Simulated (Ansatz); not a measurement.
# W(100) with 4 layers of random W-Re, 2x2: scattering by chemical disorder, part 2 of 2

Wanted: resistance against the alloy's length, first W(100) with 4 layers of random W-Re, 2x2.

Ansatz 0.2.0; Ansatz plane-wave DFT, PBE, PAW files; ballistic transport by layer matching (Landauer), zero bias; PAW set soft_1.

So far. Step 3 (With 8 alloy layers): Over the solved energies the transmission per spin lies between 3.77 and 3.85, out of 5.05 channels of the lead on average (up to 5.41).

## (4) With 12 alloy layers

In 12 layers a share of 0.25 of the sites is given to Re at random. A fresh draw is used; the growth of the resistance with length is what counts.

System of this step: W(100) with 12 layers of random W-Re, 2x2. The cell holds 88 atoms: 76 W and 12 Re. Its edges and angles: a = 6.330 Å, b = 6.330 Å, c = 34.813 Å, α = 90.0°, β = 90.0°, γ = 90.0°. It derives from W. Regions: lead, 40 atoms (40 W); scattering region, 48 atoms (36 W and 12 Re). The structure is stacked along c, and the current runs across the ab planes.

input.yaml

```yaml
crystal:
  lattice:
    - [6.3296, 0.0, 0.0]
    - [0.0, 6.3296, 0.0]
    - [0.0, 0.0, 34.8128]
  atoms:
    - { symbol: W, position: [0.0, 0.0, 0.0227272727] }
    - { symbol: W, position: [0.0, 0.5, 0.0227272727] }
    - { symbol: W, position: [0.5, 0.0, 0.0227272727] }
    - { symbol: W, position: [0.5, 0.5, 0.0227272727] }
    - { symbol: W, position: [0.25, 0.25, 0.0681818182] }
    - { symbol: W, position: [0.25, 0.75, 0.0681818182] }
    - { symbol: W, position: [0.75, 0.25, 0.0681818182] }
    - { symbol: W, position: [0.75, 0.75, 0.0681818182] }
    - { symbol: W, position: [0.0, 0.0, 0.1136363636] }
    - { symbol: W, position: [0.0, 0.5, 0.1136363636] }
    - { symbol: W, position: [0.5, 0.0, 0.1136363636] }
    - { symbol: W, position: [0.5, 0.5, 0.1136363636] }
    - { symbol: W, position: [0.25, 0.25, 0.1590909091] }
    - { symbol: W, position: [0.25, 0.75, 0.1590909091] }
    - { symbol: W, position: [0.75, 0.25, 0.1590909091] }
    - { symbol: W, position: [0.75, 0.75, 0.1590909091] }
    - { symbol: W, position: [0.0, 0.0, 0.2045454545] }
    - { symbol: W, position: [0.0, 0.5, 0.2045454545] }
    - { symbol: W, position: [0.5, 0.0, 0.2045454545] }
    - { symbol: W, position: [0.5, 0.5, 0.2045454545] }
    - { symbol: W, position: [0.25, 0.25, 0.25] }
    - { symbol: W, position: [0.25, 0.75, 0.25] }
    - { symbol: W, position: [0.75, 0.25, 0.25] }
    - { symbol: W, position: [0.75, 0.75, 0.25] }
    - { symbol: W, position: [0.0, 0.0, 0.2954545455] }
    - { symbol: W, position: [0.0, 0.5, 0.2954545455] }
    - { symbol: Re, position: [0.5, 0.0, 0.2954545455] }
    - { symbol: W, position: [0.5, 0.5, 0.2954545455] }
    - { symbol: Re, position: [0.25, 0.25, 0.3409090909] }
    - { symbol: Re, position: [0.25, 0.75, 0.3409090909] }
    - { symbol: W, position: [0.75, 0.25, 0.3409090909] }
    - { symbol: W, position: [0.75, 0.75, 0.3409090909] }
    - { symbol: W, position: [0.0, 0.0, 0.3863636364] }
    - { symbol: Re, position: [0.0, 0.5, 0.3863636364] }
    - { symbol: W, position: [0.5, 0.0, 0.3863636364] }
    - { symbol: W, position: [0.5, 0.5, 0.3863636364] }
    - { symbol: Re, position: [0.25, 0.25, 0.4318181818] }
    - { symbol: W, position: [0.25, 0.75, 0.4318181818] }
    - { symbol: Re, position: [0.75, 0.25, 0.4318181818] }
    - { symbol: W, position: [0.75, 0.75, 0.4318181818] }
    - { symbol: W, position: [0.0, 0.0, 0.4772727273] }
    - { symbol: W, position: [0.0, 0.5, 0.4772727273] }
    - { symbol: Re, position: [0.5, 0.0, 0.4772727273] }
    - { symbol: W, position: [0.5, 0.5, 0.4772727273] }
    - { symbol: W, position: [0.25, 0.25, 0.5227272727] }
    - { symbol: W, position: [0.25, 0.75, 0.5227272727] }
    - { symbol: W, position: [0.75, 0.25, 0.5227272727] }
    - { symbol: W, position: [0.75, 0.75, 0.5227272727] }
    - { symbol: W, position: [0.0, 0.0, 0.5681818182] }
    - { symbol: W, position: [0.0, 0.5, 0.5681818182] }
    - { symbol: W, position: [0.5, 0.0, 0.5681818182] }
    - { symbol: W, position: [0.5, 0.5, 0.5681818182] }
    - { symbol: Re, position: [0.25, 0.25, 0.6136363636] }
    - { symbol: W, position: [0.25, 0.75, 0.6136363636] }
    - { symbol: Re, position: [0.75, 0.25, 0.6136363636] }
    - { symbol: W, position: [0.75, 0.75, 0.6136363636] }
    - { symbol: W, position: [0.0, 0.0, 0.6590909091] }
    - { symbol: Re, position: [0.0, 0.5, 0.6590909091] }
    - { symbol: W, position: [0.5, 0.0, 0.6590909091] }
    - { symbol: Re, position: [0.5, 0.5, 0.6590909091] }
    - { symbol: W, position: [0.25, 0.25, 0.7045454545] }
    - { symbol: W, position: [0.25, 0.75, 0.7045454545] }
    - { symbol: W, position: [0.75, 0.25, 0.7045454545] }
    - { symbol: Re, position: [0.75, 0.75, 0.7045454545] }
    - { symbol: W, position: [0.0, 0.0, 0.75] }
    - { symbol: W, position: [0.0, 0.5, 0.75] }
    - { symbol: W, position: [0.5, 0.0, 0.75] }
    - { symbol: W, position: [0.5, 0.5, 0.75] }
    - { symbol: W, position: [0.25, 0.25, 0.7954545455] }
    - { symbol: W, position: [0.25, 0.75, 0.7954545455] }
    - { symbol: W, position: [0.75, 0.25, 0.7954545455] }
    - { symbol: W, position: [0.75, 0.75, 0.7954545455] }
    - { symbol: W, position: [0.0, 0.0, 0.8409090909] }
    - { symbol: W, position: [0.0, 0.5, 0.8409090909] }
    - { symbol: W, position: [0.5, 0.0, 0.8409090909] }
    - { symbol: W, position: [0.5, 0.5, 0.8409090909] }
    - { symbol: W, position: [0.25, 0.25, 0.8863636364] }
    - { symbol: W, position: [0.25, 0.75, 0.8863636364] }
    - { symbol: W, position: [0.75, 0.25, 0.8863636364] }
    - { symbol: W, position: [0.75, 0.75, 0.8863636364] }
    - { symbol: W, position: [0.0, 0.0, 0.9318181818] }
    - { symbol: W, position: [0.0, 0.5, 0.9318181818] }
    - { symbol: W, position: [0.5, 0.0, 0.9318181818] }
    - { symbol: W, position: [0.5, 0.5, 0.9318181818] }
    - { symbol: W, position: [0.25, 0.25, 0.9772727273] }
    - { symbol: W, position: [0.25, 0.75, 0.9772727273] }
    - { symbol: W, position: [0.75, 0.25, 0.9772727273] }
    - { symbol: W, position: [0.75, 0.75, 0.9772727273] }
kpoints:
  mp_grid: { grid: [4, 4, 1] }
hamiltonian:
  xc: pbe
  pseudopotentials: { kind: paw, azcp: { folder: soft_1 } }
scf:
  occupations: { method: fermi_dirac, width: 0.1 }
output:
  transmission: { leads: [[0, 4]], kmesh: [8, 8], e_range: [-0.05, 0.05], de: 0.05 }
  write_potential: true
  write_density: true
  volumetric_format: npy
```

Started as:

```
$ ansatz run input.yaml --threads 4 --pin off --max-ram 15360MiB --backend cpu --events-out ev --progress --plain --runs-dir out
```

Numbers of over 12 decimals in the logs are rounded to 6 here.

The log of the run:

```text
[...]
Crystal: 88 atoms, lattice volume = 1394.734 Å³
Basis set: ecut = 420 eV, 27305 PW (Γ)
Bands: 747, of which v1, the nominal top of the filled ones, is band 622 counted from 1 (621 counted from 0)
Symmetry: 1 space group operations
[...]
k-points: 10 of 16 (time reversal used)
[...]
SCF iter   1: F=—  HF=-919806.608230 eV  |F-HF|=—  |Δ(HF+E_count)|=         —  Δρ=9.56e-2  dr2=6.60e2  ethr=3.10e-3  ⟨swp⟩=4.2  Hψ=22904  notcnv=0  defer=2
[...]
SCF iter  10: F=-919759.615315 eV  HF=-919759.615315 eV  |F-HF|=1.51e-8  |Δ(HF+E_count)|=   1.86e-9  Δρ=3.63e-7  dr2=1.62e-8  ethr=8.04e-12  ⟨swp⟩=9.0  Hψ=18355  notcnv=0
SCF 1 converged in 10 iterations: F = -919759.615315 eV  dr2 = 1.62e-8
[...]
transmission: 190 of 1870 steps passed
transmission: 374 of 1870 steps passed
[...]
transmission: 1870 of 1870 steps passed
SCF converged after 10 iterations
Free energy (F): -919759.615315 eV
[...]
Internal energy: -919757.946054 eV  (E = F + TS)
E sigma→0 (E₀):  -919758.780685 eV
Entropy (-TS):   -1.669262 eV (-18.969 meV/atom)
Fermi energy:    22.522077 eV
[...]
--- Band table (eV; the first three rows and the last of 10) ---
  k-point 0: bands = [... 618 lower, 22.2846, 22.3630, 22.5036, 22.5454, 22.6490, 22.6701, 22.7057, 22.7084, ... 121 higher]
  k-point 1: bands = [... 618 lower, 22.2857, 22.2950, 22.3944, 22.3983, 22.4017, 22.4074, 22.4194, 22.4675, ... 121 higher]
  k-point 2: bands = [... 618 lower, 22.3974, 22.4235, 22.4467, 22.4838, 22.5178, 22.5681, 22.5969, 22.6330, ... 121 higher]
  k-point 9: bands = [... 618 lower, 22.4421, 22.4707, 23.2374, 23.2545, 23.2709, 23.2811, 23.3008, 23.3184, ... 121 higher]
--- Transmission ---
  basis      : 349 plane waves across, 55 finite elements along
  points     : 34, standing for a mesh of 8 x 8
[...]
channels       : 5.031250e0 a spin
[...]
slowest decay  : 0.0390 /Å at (0.5000, 0.5000)
  junction   : crystal 0 to crystal 0, 0.70 to 33.93 Å
    transmission   : 3.400331e0 a spin
[...]
```

Wall time 29 min (4 threads of Arm Neoverse V1, shared host); peak memory 8.5 GiB; 1.8 h of CPU time.

Numbers from this step:

```
free energy                                   : -919759.6153 eV
energy at zero smearing                       : -919758.7807 eV
Fermi energy                                  : 22.52 eV
transmission per spin nearest the Fermi level : 3.400
step of the lead's potential                  : 2.8 meV
```

Per spin. The transmission, zone mean by energy, zero at the Fermi level:

| energy (eV) | transmission, zone mean |
| --- | --- |
| -0.0500 | 3.40 |
| 0.0000 | 3.40 |
| 0.0500 | 3.48 |

Over the solved energies the transmission per spin lies between 3.40 and 3.48, out of 5.11 channels of the lead on average (up to 5.66).

## (5) The fit

This step: Ansatz plane-wave DFT, PBE, PAW files; ballistic transport by layer matching (Landauer), zero bias; residual resistivity from the slope of the area resistance, atoms on the host's lattice; PAW set soft_1 (Ansatz 0.2.0).

Numbers from this step:

```
resistivity           : 24.25 µΩ cm
intercept             : 0.03221 fΩ m²
scatter about the fit : 0.007653 fΩ m²
```

Resistance, by row:

| run | length (Å) | T | channels N | RA (fΩ m²) |
| --- | --- | --- | --- | --- |
| n4 | 6.33 | 4.52 | 5.427 | 0.1911 |
| n8 | 12.66 | 3.825 | 5.052 | 0.3284 |
| n12 | 18.99 | 3.426 | 5.115 | 0.4982 |

Table of area resistance by length of the alloy:

| length of the alloy (Å) | area resistance (fΩ m²) |
| --- | --- |
| 6.33 | 0.191 |
| 12.66 | 0.328 |
| 18.99 | 0.498 |

The area resistance goes from 0.19 to 0.50 fΩ m² between 6.3 and 19.0 Å, a slope of 24 µΩ cm.

By hand from the end points: (0.4982 − 0.1911) fΩ m² / (18.99 − 6.33) Å = 24 µΩ cm, since 1 fΩ m² per Å is 1000 µΩ cm.

## (6) Summary of results

| Quantity | Value |
| --- | --- |
| resistivity from the slope | 24.3 µΩ cm |
| area resistance over 6.33 Å | 0.191 fΩ m² |
| area resistance over 12.7 Å | 0.328 fΩ m² |
| area resistance over 19.0 Å | 0.498 fΩ m² |

In words: The slope gives 24 µΩ cm. The points scatter by 0.0077 fΩ m² about the line, with one random draw a length in a 2x2 cell, so the slope is a rough value. The lead's own channel count moves between the runs (5.43, 5.05 and 5.11), which shifts RA and the slope too. Read with a model of isotropic scattering on a spherical Fermi surface and the lead's 1.0×10¹⁵ S/m², this slope means a mean free path near 32 Å; over these lengths the model's slope is 1.07 times its bulk resistivity, which would be 23 µΩ cm. The atoms sit on the host's lattice, so scattering by size misfit is left out. Spin-orbit coupling is left out, which matters for Re and W.

[Logs are printed without paths, hosts, clocks, repeated set-up lines and the standing remarks that a program may print on its own settings, such as how far it seeks lower states.]

[Hosts, paths, dates, database ids (printed as entryN), source tags and the programs' standing remarks are cut or masked in the printed files.]
